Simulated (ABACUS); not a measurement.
# GaP (F-43m) in ABACUS: notebook

The runs below take GaP through band structure, equation of state, with BP86.

Program: ABACUS 3.10.1. These are calculated values, not measurements. Logs are shortened: lines on timing, memory, paths and dates and some standing lists are left out, and cuts for length are marked.

**The experiment to reproduce.**

“Stacking defects in GaP nanowires: Electronic structure and optical properties”, 2018, arxiv:1810.01194 quotes, for a bulk crystal of GaP at 10 K: band gap 2.34 eV (indirect).

From “Phosphorous dimerization in GaP at high pressure”, 2017, arxiv:1709.06667, for a bulk crystal of GaP: bulk modulus 87.5 ± 0.6 GPa.

How close the calculation comes is told below.

## 1. Starting point

The structure is cubic, space group F-43m (No. 216). Conventional cell: a = 5.451 Å, b = 5.451 Å, c = 5.451 Å, α = 90.00°, β = 90.00°, γ = 90.00°. Ga (site symmetry -43m) has 4 P at 2.36 Å as nearest neighbours. Around P (site symmetry -43m) lie 4 Ga at 2.36 Å.

## 2. Band structure, BP86

File INPUT:

```
INPUT_PARAMETERS
suffix              GaP
calculation         nscf
basis_type          pw
pseudo_dir          ./
symmetry            -1
dft_functional      GGA_X_B88+GGA_C_P86
ecutwfc             81.0
pseudo_rcut         10
nspin               1
nbands              19
ks_solver           dav
smearing_method     fd
smearing_sigma      0.00367493
scf_thr             1e-08
scf_nmax            100
mixing_type         broyden
mixing_beta         0.7
init_chg            file
pw_diag_thr         1e-07
out_band            1
kpar                4
```

File STRU:

```
ATOMIC_SPECIES
Ga 69.7230 Ga.upf
P 30.9738 P.upf

LATTICE_CONSTANT
1.8897261246

LATTICE_VECTORS
0.0000000000 2.7252500000 2.7252500000
2.7252500000 0.0000000000 2.7252500000
2.7252500000 2.7252500000 0.0000000000

ATOMIC_POSITIONS
Direct

Ga
0.0
1
0.0000000000 0.0000000000 0.0000000000 1 1 1

P
0.0
1
0.7500000000 0.7500000000 0.7500000000 1 1 1
```

File KPT:

```
K_POINTS
12
Line
0.00000000 0.00000000 0.00000000 10 // G
0.50000000 0.00000000 0.50000000 10 // X
0.50000000 0.25000000 0.75000000 10 // W
0.37500000 0.37500000 0.75000000 10 // K
0.00000000 0.00000000 0.00000000 10 // G
0.50000000 0.50000000 0.50000000 10 // L
0.62500000 0.25000000 0.62500000 10 // U
0.50000000 0.25000000 0.75000000 10 // W
0.50000000 0.50000000 0.50000000 10 // L
0.37500000 0.37500000 0.75000000 1 // K
0.62500000 0.25000000 0.62500000 10 // U
0.50000000 0.00000000 0.50000000 1 // X
```

Potentials or basis: PseudoDojo NC SR 0.5 PBE standard, plane waves.

Run with:

```console
$ OMP_NUM_THREADS=1 mpirun -np 4 abacus > log
```

running log:

```text
ABACUS v3.10.1

               Atomic-orbital Based Ab-initio Computation at UStc

 ------------------------------------------------------------------------------------

 READING GENERAL INFORMATION
                           global_out_dir = OUT.GaP/
                           global_in_card = INPUT
                               pseudo_dir = ./
                              orbital_dir =
                                    DSIZE = 4
                                    GSIZE = 1

 READING UNITCELL INFORMATION
                                    ntype = 2
                  lattice constant (Bohr) = 1.88973
              lattice constant (Angstrom) = 1

 READING ATOM TYPE 1
                               atom label = Ga
                      L=0, number of zeta = 1
                      L=1, number of zeta = 1
                      L=2, number of zeta = 1
             number of atom for this type = 1

 READING ATOM TYPE 2
                               atom label = P
                      L=0, number of zeta = 1
                      L=1, number of zeta = 1
                      L=2, number of zeta = 1
             number of atom for this type = 1

                        TOTAL ATOM NUMBER = 2
DIRECT COORDINATES
    atom                   x                   y                   z     mag                  vx                  vy                  vz
taud_Ga1            0.0000000000        0.0000000000        0.0000000000  0.0000        0.0000000000        0.0000000000        0.0000000000
taud_P1            0.7500000000        0.7500000000        0.7500000000  0.0000        0.0000000000        0.0000000000        0.0000000000

                          Volume (Bohr^3) = 273.178
                             Volume (A^3) = 40.4807

 Lattice vectors: (Cartesian coordinate: in unit of a_0)
                   +0            +2.72525            +2.72525
             +2.72525                  +0            +2.72525
             +2.72525            +2.72525                  +0
 Reciprocal vectors: (Cartesian coordinate: in unit of 2 pi/a_0)
            -0.183469           +0.183469           +0.183469
            +0.183469           -0.183469           +0.183469
            +0.183469           +0.183469           -0.183469
 The esolver type has been set to : ksdft_pw

                PAO radial cut off (Bohr) = 10

 Read in pseudopotential file is Ga.upf
                     pseudopotential type = NC
          exchange-correlation functional = PBE
                 nonlocal core correction = 1
                        valence electrons = 13
                                     lmax = 2
                           number of zeta = 3
                     number of projectors = 6
                           L of projector = 0
                           L of projector = 0
                           L of projector = 1
                           L of projector = 1
                           L of projector = 2
                           L of projector = 2
 XC functional updated to : GGA_X_B88+GGA_C_P86
          exchange-correlation functional = GGA_X_B88+GGA_C_P86
                PAO radial cut off (Bohr) = 10

 Read in pseudopotential file is P.upf
                     pseudopotential type = NC
          exchange-correlation functional = PBE
                 nonlocal core correction = 1
                        valence electrons = 5
                                     lmax = 2
                           number of zeta = 2
                     number of projectors = 6
                           L of projector = 0
                           L of projector = 0
                           L of projector = 1
                           L of projector = 1
                           L of projector = 2
                           L of projector = 2
 XC functional updated to : GGA_X_B88+GGA_C_P86
          exchange-correlation functional = GGA_X_B88+GGA_C_P86
     initial pseudo atomic orbital number = 13

 SETUP THE ELECTRONS NUMBER
            electron number of element Ga = 13
      total electron number of element Ga = 13
             electron number of element P = 5
       total electron number of element P = 5
            AUTOSET number of electrons:  = 18
                           occupied bands = 9
                                   NBANDS = 19
                                   NLOCAL = 18

%%%%%%%%%%%%%%%%%%%%%%%%%%%%%%%%%%%%%%%%%%%%%%%%%%%%%%%%%%%%%%%%%%%%%%%%%%%%%%%%%%%%%%%%%%%%%%%%%%%%%%%%%%
 Warning: the number of valence electrons in pseudopotential > 3 for Ga: [Ar] 3d10 4s2 4p1
 Pseudopotentials with additional electrons can yield (more) accurate outcomes, but may be less efficient.
 If you're confident that your chosen pseudopotential is appropriate, you can safely ignore this warning.
%%%%%%%%%%%%%%%%%%%%%%%%%%%%%%%%%%%%%%%%%%%%%%%%%%%%%%%%%%%%%%%%%%%%%%%%%%%%%%%%%%%%%%%%%%%%%%%%%%%%%%%%%%

 SETUP THE PLANE WAVE BASIS
 energy cutoff for charge/potential (unit:Ry) = 324
[... 63 lines left out ...]
 Ga non-local projectors:
 projector 1 L=0
 projector 2 L=0
 projector 3 L=1
 projector 4 L=1
 projector 5 L=2
 projector 6 L=2
 P non-local projectors:
 projector 1 L=0
 projector 2 L=0
 projector 3 L=1
 projector 4 L=1
 projector 5 L=2
 projector 6 L=2
      TOTAL NUMBER OF NONLOCAL PROJECTORS = 36

 Init Non-Local PseudoPotential table :
 Init Non-Local-Pseudopotential done.

                                     npwx = 3395

 Make real space PAO into reciprocal space.
       max mesh points in Pseudopotential = 1001
     dq(describe PAO in reciprocal space) = 0.01
                                    max q = 1084

 number of pseudo atomic orbitals for Ga is 3
WARNING: norm of atomic wavefunction # 2 of atomic type Ga is 0.999997, renormalized
WARNING: norm of atomic wavefunction # 3 of atomic type Ga is 0.998668, renormalized

 number of pseudo atomic orbitals for P is 2
WARNING: norm of atomic wavefunction # 2 of atomic type P is 0.999977, renormalized

 -------------------------------------------
 NONSELF-CONSISTENT
 -------------------------------------------
                                 init_chg = file
 try to read charge from file
 Read in the charge density: OUT.GaP//GaP-CHARGE-DENSITY.restart

 PW ALGORITHM --------------- ION=   1  ELEC=   1--------------------------------
 k(1/102) Iter steps (avg)=12 threshold=1e-07
 k(2/102) Iter steps (avg)=12 threshold=1e-07
 k(3/102) Iter steps (avg)=11 threshold=1e-07
 k(4/102) Iter steps (avg)=11 threshold=1e-07
 k(5/102) Iter steps (avg)=12 threshold=1e-07
 k(6/102) Iter steps (avg)=14 threshold=1e-07
 k(7/102) Iter steps (avg)=16 threshold=1e-07
 k(8/102) Iter steps (avg)=16 threshold=1e-07
 k(9/102) Iter steps (avg)=16 threshold=1e-07
 k(10/102) Iter steps (avg)=20 threshold=1e-07
[... 6 lines left out ...]
 k(17/102) Iter steps (avg)=16 threshold=1e-07
 k(18/102) Iter steps (avg)=17 threshold=1e-07
 k(19/102) Iter steps (avg)=19 threshold=1e-07
 k(20/102) Iter steps (avg)=27 threshold=1e-07
 k(21/102) Iter steps (avg)=28 threshold=1e-07
 k(22/102) Iter steps (avg)=20 threshold=1e-07
 k(23/102) Iter steps (avg)=18 threshold=1e-07
 k(24/102) Iter steps (avg)=18 threshold=1e-07
 k(25/102) Iter steps (avg)=18 threshold=1e-07
 k(26/102) Iter steps (avg)=17 threshold=1e-07
[... levels at 26 k points of this process ...]

 Density error is 0.00000000000
                          Error Threshold = 1.00000000000e-07
----------------------------------------------------------
     Energy           Rydberg                 eV
----------------------------------------------------------
 E_KohnSham     -167.0963062315      -2273.4618795012
 E_KS(sigma->0) -167.0963062307      -2273.4618794903
 E_Harris       -167.0963062315      -2273.4618795012
 E_band         -3.7062251998        -50.4257807883
 E_one_elec     -76.6346037374       -1042.6672748005
 E_Hartree      52.2587397029        711.0166302576
 E_xc           -46.2428183073       -629.1658205576
 E_Ewald        -96.4776238881       -1312.6454143789
 E_entropy(-TS) -0.0000000016        -0.0000000217
 E_descf        0.0000000000         0.0000000000
 E_exx          0.0000000000         0.0000000000
 E_Fermi        0.6159767028         8.3807929932
----------------------------------------------------------

 charge density convergence is achieved
 final etot is -2273.4618795 eV
 EFERMI = 8.3807929932 eV

 STATE ENERGY(eV) AND OCCUPATIONS    NSPIN == 1
 1/26 kpoint (Cartesian) = 0.0000 0.0000 0.0000 (3383 pws)
       1       -7.01929      0.0196078
       2       -7.01929      0.0196078
       3       -7.01929      0.0196078
       4       -6.92069      0.0196078
       5       -6.92069      0.0196078
       6       -4.93820      0.0196078
[... 11 lines left out ...]
      18        20.0314        0.00000
      19        20.0314        0.00000

 2/26 kpoint (Cartesian) = 0.0000 0.018347 0.0000 (3395 pws)
       1       -7.02325      0.0196078
       2       -7.01778      0.0196078
       3       -7.01778      0.0196078
       4       -6.92132      0.0196078
       5       -6.92017      0.0196078
       6       -4.89460      0.0196078
[... 11 lines left out ...]
      18        20.1204        0.00000
      19        20.2856        0.00000

 3/26 kpoint (Cartesian) = 0.0000 0.036694 0.0000 (3395 pws)
       1       -7.03422      0.0196078
       2       -7.01335      0.0196078
       3       -7.01335      0.0196078
       4       -6.92326      0.0196078
       5       -6.91863      0.0196078
       6       -4.76503      0.0196078
[... 11 lines left out ...]
      18        20.3870        0.00000
      19        20.7447        0.00000

 4/26 kpoint (Cartesian) = 0.0000 0.055041 0.0000 (3371 pws)
       1       -7.04997      0.0196078
       2       -7.00640      0.0196078
       3       -7.00640      0.0196078
       4       -6.92661      0.0196078
       5       -6.91624      0.0196078
       6       -4.55278      0.0196078
[... 11 lines left out ...]
      18        20.8291        0.00000
      19        21.2292        0.00000

 5/26 kpoint (Cartesian) = 0.0000 0.073388 0.0000 (3351 pws)
       1       -7.06802      0.0196078
       2       -6.99752      0.0196078
       3       -6.99752      0.0196078
       4       -6.93123      0.0196078
       5       -6.91322      0.0196078
       6       -4.26281      0.0196078
[... 11 lines left out ...]
      18        21.4393        0.00000
      19        21.7779        0.00000

 6/26 kpoint (Cartesian) = 0.0000 0.091735 0.0000 (3359 pws)
       1       -7.08623      0.0196078
       2       -6.98755      0.0196078
       3       -6.98755      0.0196078
       4       -6.93670      0.0196078
       5       -6.90988      0.0196078
       6       -3.90200      0.0196078
[... 11 lines left out ...]
      18        22.1903        0.00000
      19        22.4407        0.00000

[... levels at 20 further k points ...]

 --------------------------------------------
 !FINAL_ETOT_IS -2273.461879501216 eV
 --------------------------------------------

 Output bands in file: OUT.GaP/BANDS_1.dat
```

It took 4.5 s on 4 MPI ranks of AMD EPYC 9R45 (Zen 5), shared host; peak memory 0.44 GiB.

Results:

| Property | Result |
| --- | --- |
| Band gap along the path | 1.61 eV, indirect (least direct gap 1.77 eV) |

Levels at the corners of the path, in eV from the Fermi level:
```
point  band 7  band 8  band 9  band 10  band 11  band 12
    Γ   -0.80   -0.80   -0.80     0.96     3.08     3.08
    X   -7.58   -3.48   -3.48     0.87     1.02     9.75
    W   -7.38   -4.37   -4.22     3.92     4.04     5.29
    K   -7.38   -4.73   -3.06     1.39     4.00     7.43
    Γ   -0.80   -0.80   -0.80     0.96     3.08     3.08
    L   -7.44   -1.92   -1.92     0.84     3.92     3.92
    U   -7.38   -4.73   -3.06     1.39     4.00     7.43
    W   -7.38   -4.37   -4.22     3.92     4.04     5.29
    L   -7.44   -1.92   -1.92     0.84     3.92     3.92
    K   -7.38   -4.73   -3.06     1.39     4.00     7.43
    U   -7.38   -4.73   -3.06     1.39     4.00     7.43
    X   -7.58   -3.48   -3.48     0.87     1.02     9.75
```

Caveat: the density is read from an earlier self-consistent run, whose mesh may be coarse; the potentials were made for another functional, which shifts forces and pressure.

## 3. Equation of state, BP86, 19.03 Å³/atom (volume scaled by 0.94)

File INPUT:

```
INPUT_PARAMETERS
suffix              GaP
calculation         scf
basis_type          pw
pseudo_dir          ./
symmetry            1
dft_functional      GGA_X_B88+GGA_C_P86
ecutwfc             81
pseudo_rcut         10
nspin               1
nbands              13
ks_solver           dav
smearing_method     fd
smearing_sigma      0.00367493
scf_thr             1e-08
scf_nmax            100
mixing_type         broyden
mixing_beta         0.7
cal_force           1
cal_stress          1
kpar                4
```

File STRU:

```
ATOMIC_SPECIES
Ga 69.7230 Ga.upf
P 30.9738 P.upf

LATTICE_CONSTANT
1.8897261246

LATTICE_VECTORS
0.0000000000 2.6696170428 2.6696170428
2.6696170428 0.0000000000 2.6696170428
2.6696170428 2.6696170428 0.0000000000

ATOMIC_POSITIONS
Cartesian

Ga
0.0
1
0.0000000000 0.0000000000 0.0000000000 1 1 1

P
0.0
1
4.0044255642 4.0044255642 4.0044255642 1 1 1
```

File KPT:

```
K_POINTS
0
Gamma
6 6 6 0 0 0
```

Potentials or basis: PseudoDojo NC SR 0.5 PBE standard, plane waves.

Run with:

```console
$ OMP_NUM_THREADS=1 mpirun -np 4 abacus > log
```

Run time: 1.9 s. Hardware: 4 MPI ranks of AMD EPYC 9R45 (Zen 5), shared host; peak memory 0.36 GiB.

It converged, with:

```
Free energy            : -2273.1278 eV
Pressure               : 9.5 GPa
Band gap on the k mesh : 1.54 eV, indirect (least direct gap 2.29 eV)
```

Caveat: the potentials were made for another functional, which shifts forces and pressure.

## 4. Equation of state, BP86, 19.84 Å³/atom (volume scaled by 0.98)

INPUT is that of step 3.

File STRU:

```
ATOMIC_SPECIES
Ga 69.7230 Ga.upf
P 30.9738 P.upf

LATTICE_CONSTANT
1.8897261246

LATTICE_VECTORS
0.0000000000 2.7069591804 2.7069591804
2.7069591804 0.0000000000 2.7069591804
2.7069591804 2.7069591804 0.0000000000

ATOMIC_POSITIONS
Cartesian

Ga
0.0
1
0.0000000000 0.0000000000 0.0000000000 1 1 1

P
0.0
1
4.0604387706 4.0604387706 4.0604387706 1 1 1
```

KPT is that of step 3.

Run with:

```console
$ OMP_NUM_THREADS=1 mpirun -np 4 abacus > log
```

It took 1.9 s on 4 MPI ranks of AMD EPYC 9R45 (Zen 5), shared host; peak memory 0.36 GiB.

The run converged. Its results:

```
Free energy            : -2273.2011 eV
Pressure               : 5.1 GPa
Band gap on the k mesh : 1.63 eV, indirect (least direct gap 1.93 eV)
```

Caveat: the potentials were made for another functional, which shifts forces and pressure.

## 5. Equation of state, BP86, 20.65 Å³/atom (volume scaled by 1.02)

INPUT is that of step 4.

File STRU:

```
ATOMIC_SPECIES
Ga 69.7230 Ga.upf
P 30.9738 P.upf

LATTICE_CONSTANT
1.8897261246

LATTICE_VECTORS
0.0000000000 2.7432985392 2.7432985392
2.7432985392 0.0000000000 2.7432985392
2.7432985392 2.7432985392 0.0000000000

ATOMIC_POSITIONS
Cartesian

Ga
0.0
1
0.0000000000 0.0000000000 0.0000000000 1 1 1

P
0.0
1
4.1149478088 4.1149478088 4.1149478088 1 1 1
```

KPT is that of step 4.

Run with:

```console
$ OMP_NUM_THREADS=1 mpirun -np 4 abacus > log
```

Wall time 1.9 s (4 MPI ranks of AMD EPYC 9R45 (Zen 5), shared host); peak memory 0.36 GiB.

It converged, with:

```
Free energy            : -2273.2341 eV
Pressure               : 1.5 GPa
Band gap on the k mesh : 1.58 eV, indirect (least direct gap 1.60 eV)
```

Caveat: the potentials were made for another functional, which shifts forces and pressure.

## 6. Equation of state, BP86, 21.45 Å³/atom (volume scaled by 1.06)

INPUT is that of step 5.

File STRU:

```
ATOMIC_SPECIES
Ga 69.7230 Ga.upf
P 30.9738 P.upf

LATTICE_CONSTANT
1.8897261246

LATTICE_VECTORS
0.0000000000 2.7786998443 2.7786998443
2.7786998443 0.0000000000 2.7786998443
2.7786998443 2.7786998443 0.0000000000

ATOMIC_POSITIONS
Cartesian

Ga
0.0
1
0.0000000000 0.0000000000 0.0000000000 1 1 1

P
0.0
1
4.1680497664 4.1680497664 4.1680497664 1 1 1
```

KPT is that of step 5.

Potentials or basis: PseudoDojo NC SR 0.5 PBE standard, plane waves.

Run with:

```console
$ OMP_NUM_THREADS=1 mpirun -np 4 abacus > log
```

Run time: 1.9 s. Hardware: 4 MPI ranks of AMD EPYC 9R45 (Zen 5), shared host; peak memory 0.36 GiB.

The run converged. Its results:

* Free energy: -2273.2345 eV
* Pressure: -1.4 GPa
* Band gap on the k mesh: 1.29 eV, direct

Caveat: the potentials were made for another functional, which shifts forces and pressure.

## 7. Equation of state, BP86

No new run: the results of the series are fitted here.

Results:

* Equilibrium volume: 21.06 Å³/atom
* Bulk modulus: 75 GPa
* Pressure derivative of the bulk modulus: 4.5 (rough: it moves with the points fitted)

Energy against volume, from the lowest point:
| volume (Å³/atom) | energy (meV/atom) |
| --- | --- |
| 19.026 | 53.35 |
| 19.836 | 16.73 |
| 20.645 | 0.23 |
| 21.455 | 0.00 |

Caveat: the potentials were made for another functional, which shifts forces and pressure.

## 8. How close it comes

Step 2. Against the measured gap of GaP, 2.34 eV (indirect; 10 K; quoted in “Stacking defects in GaP nanowires: Electronic structure and optical properties”, 2018, arxiv:1810.01194), the calculated 1.61 eV is off by -0.73 eV. Spin-orbit coupling on Ga is left out. The value is that of BP86, without temperature or zero-point motion.

Step 7. Against the measured bulk modulus of GaP, 87.5 GPa (“Phosphorous dimerization in GaP at high pressure”, 2017, arxiv:1709.06667), the calculated 75 GPa is off by -14.3 %. The fit is for a static lattice scaled at fixed shape and fixed fractional positions.
